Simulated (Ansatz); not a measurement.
## Point defect: V on a Si site in Si

Method: DFT PBEsol, scalar-relativistic, plane waves, PAW (Ansatz 0.2.0). Settings: 420 eV cutoff, 3×3×3 k-mesh, Gaussian smearing of 0.02 eV, collinear spin.

Host crystal, relaxed:

```cif
data_structure
_symmetry_space_group_name_H-M 'P 1'
_symmetry_Int_Tables_number 1
_cell_length_a 3.8423
_cell_length_b 3.8423
_cell_length_c 3.8423
_cell_angle_alpha 60.000
_cell_angle_beta 60.000
_cell_angle_gamma 60.000
_cell_volume 40.11
loop_
_atom_site_label
_atom_site_type_symbol
_atom_site_fract_x
_atom_site_fract_y
_atom_site_fract_z
_atom_site_occupancy
Si1 Si 0.25000 0.25000 0.25000 1
Si2 Si 0.00000 0.00000 0.00000 1
```

Supercell of 32 atoms, rows in host cell vectors: -1 -1 3; -1 -1 -1; 3 -1 -1. Atoms relax at the host's cell from a start displaced at random by 0.05 Å near the defect, so other minima may exist. The cell is small, so energies carry finite-size errors of tenths of an eV. The host's Kohn–Sham gap is 0.46 eV.

Starting moments were lost in some runs.

Defect: V on a Si site at (0.250, 0.250, 0.250) of the host cell, charge 0.

Question: Give the relaxed supercell.

Answer:
```
CELL_PARAMETERS angstrom
5.43383 5.43383 -5.43383
-5.43383 -5.43383 -5.43383
-5.43383 5.43383 5.43383
ATOMIC_POSITIONS crystal
V 0.24991 0.50046 0.00065
Si 0.50012 0.24867 0.00040
Si 0.74969 0.00041 0.00054
Si 0.74993 0.50019 0.50022
Si 0.99827 0.50005 0.25100
Si 0.24962 0.24818 0.25102
Si 0.50113 0.00233 0.25172
Si 0.75162 0.75125 0.25141
Si 0.99812 0.75063 0.00043
Si 0.50063 0.50002 0.74842
Si 0.74741 0.24923 0.74940
Si 0.99939 0.24972 0.49867
Si 0.24962 0.00001 0.50050
Si 0.50115 0.75157 0.50210
Si 0.99884 0.99753 0.74939
Si 0.24976 0.75071 0.74881
Si 0.24963 0.75622 0.00030
Si 0.50531 0.49992 0.99972
Si 0.75002 0.24975 0.00023
Si 0.74909 0.74877 0.49945
Si 0.00084 0.75068 0.25112
Si 0.24947 0.49955 0.25611
Si 0.50046 0.25138 0.25113
Si 0.74937 0.99966 0.24960
Si 0.99883 0.00037 0.00012
Si 0.50040 0.75071 0.75127
Si 0.75042 0.49998 0.74940
Si 0.99924 0.50012 0.50083
Si 0.24973 0.24928 0.50089
Si 0.49831 0.99959 0.49958
Si 0.99398 0.24415 0.74494
Si 0.24971 0.00054 0.74982
```
Around the defect: 4 Si at 2.41 Å. The run ended with a moment of 1.00 μB, which may not be the ground spin state.